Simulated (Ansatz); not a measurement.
GaP, 2 atoms in the cell. Symmetry: F-43m, No. 216, cubic system. Conventional cell: a = 5.451 Å, b = 5.451 Å, c = 5.451 Å, α = 90.00°, β = 90.00°, γ = 90.00°. Ga (site symmetry -43m) has 4 P at 2.36 Å as nearest neighbours. Around P (site symmetry -43m) lie 4 Ga at 2.36 Å. 

| Property | Result |
| --- | --- |
| Program | Ansatz 0.2.0 |
| Task | single point |
| Functional | HSE06 |
| Potentials or basis | Ansatz PAW |
| Cutoff | 420 eV (not typed: the program's choice for these potentials) |
| k mesh | 4 × 4 × 4 |
| Occupations | fermi-dirac, width 0.05 eV |
| Spin | spin-orbit coupling, no magnetisation |

Potentials or basis: Ansatz PAW.

Run with:

```bash
$ ansatz run input.yaml --threads 2 --pin off --max-ram 5632MiB --backend cpu --events-out ev --progress --plain --runs-dir out
```

Hardware: 2 threads of Intel(R) Xeon(R) Processor @ 2.50GHz (Skylake/Cascade Lake), with other jobs on the host.

Estimate the wall time of this run.

It took 81 s on 2 threads of Intel(R) Xeon(R) Processor @ 2.50GHz (Skylake/Cascade Lake) (shared host), peak memory 0.82 GiB. Counts: scf iterations 15, plane waves 749, k points 8, bands 26.
